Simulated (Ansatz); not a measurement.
Structural energy differences of gallium

Theory: Ansatz 0.2.0, DFT, PBE, plane waves (420 eV) with PAW, scalar-relativistic.

Each structure is relaxed within its own symmetry, so a high-lying one may be dynamically unstable.

| structure | ΔE (meV/atom) | V (Å³/atom) | cell | magnetic state |
| --- | --- | --- | --- | --- |
| alpha-Ga (Cmce) | 0 | 20.34 | a = 4.622 Å, b = 7.746 Å, c = 4.546 Å | spin not included |
| beta-Ga | 18 | 19.21 | a = 2.794 Å, b = 8.251 Å, c = 3.338 Å, β = 93.47° | spin not included |
| fcc | 21 | 18.98 | a = 4.234 Å | spin not included |
| dhcp | 24 | 18.97 | a = 2.994 Å, c = 9.776 Å (c/a = 3.265) | spin not included |
| hcp | 31 | 19.09 | a = 3.034 Å, c = 4.789 Å (c/a = 1.578) | spin not included |
| bcc | 36 | 19.18 | a = 3.373 Å | spin not included |
| omega (AlB2-type) | 48 | 19.30 | a = 4.707 Å, c = 3.017 Å (c/a = 0.641) | spin not included |
| A15 | 57 | 19.46 | a = 5.380 Å | spin not included |
| simple cubic | 83 | 20.16 | a = 2.722 Å | spin not included |
| diamond | 281 | 25.43 | a = 5.881 Å | spin not included |

ΔE counts from alpha-Ga (Cmce).

Differences under about 8 meV lie within the error of the k-point mesh.
